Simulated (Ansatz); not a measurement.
# Ligand exchange: C3H8S + BH(SH)2 → C3H8S2 + BH2(SH)

Gas-phase species: C3H8S (1-propanethiol) `CCCS`, singlet; BH(SH)2, singlet; C3H8S2 (1,3-propanedithiol) `SCCCS`, singlet; BH2(SH), singlet. The partners trade H for SH: C–H and B–SH bonds give way to C–SH and B–H.

Shapes, held fixed at every level: PBE0-D4/def2-TZVP. Flexible molecules stand in one conformer, not always the lowest. Programs: Ansatz 0.2.0. Electronic energies: no zero-point or thermal term.

```csv
level,kind,ΔE (kJ/mol),less CCSD(T)/CBS estimate
HF/def2-TZVPP,Hartree–Fock,+119.3,-3.9
B3LYP-D4/def2-TZVPP,global hybrid,+125.4,+2.2
PBE0-D4/def2-TZVPP,global hybrid,+128.8,+5.6
wB97M-V/def2-TZVPP,range-separated hybrid,+123.4,+0.2
wB97X-V/def2-TZVPP,range-separated hybrid,+122.1,-1.1
CCSD(T)/def2-TZVPP,coupled cluster or CI,+123.7,+0.5
CCSD(T)/CBS estimate,coupled cluster or CI,+123.2,0.0
```

The highest level, CCSD(T)/CBS estimate, gives ΔE = +123.2 kJ/mol; the levels span +119.3 to +128.8. The column of differences is taken from that level and isn't an error. No measured value is set beside it here. The CBS estimate extrapolates MP2 from def2-TZVPP and def2-QZVPP and adds CCSD(T) − MP2 in the triple-zeta set, cores frozen.

The exchange is strongly uphill at every level, so SH prefers boron to the terminal carbon of the propyl chain when hydrogen is the alternative. Trivalent boron has an empty p orbital that accepts density from a sulfur lone pair, giving the B–S bond partial π character. Saturated carbon has no comparable acceptor, and its bond to sulfur is nearly nonpolar and much weaker than the C–H bond it replaces. The boron side probably softens the cost somewhat: the two SH groups in BH(SH)2 compete for the same empty orbital, so the one that remains can donate more effectively.

Hartree–Fock already recovers most of the reaction energy, which suggests that correlation largely cancels between two closed-shell sides with the same number of bonds. PBE0-D4 lies furthest from the coupled-cluster reference, but the spread is far too small to threaten the sign. The total energy alone can't say how much of the cost comes from lost B–S π donation and how much from the weak C–S bond.
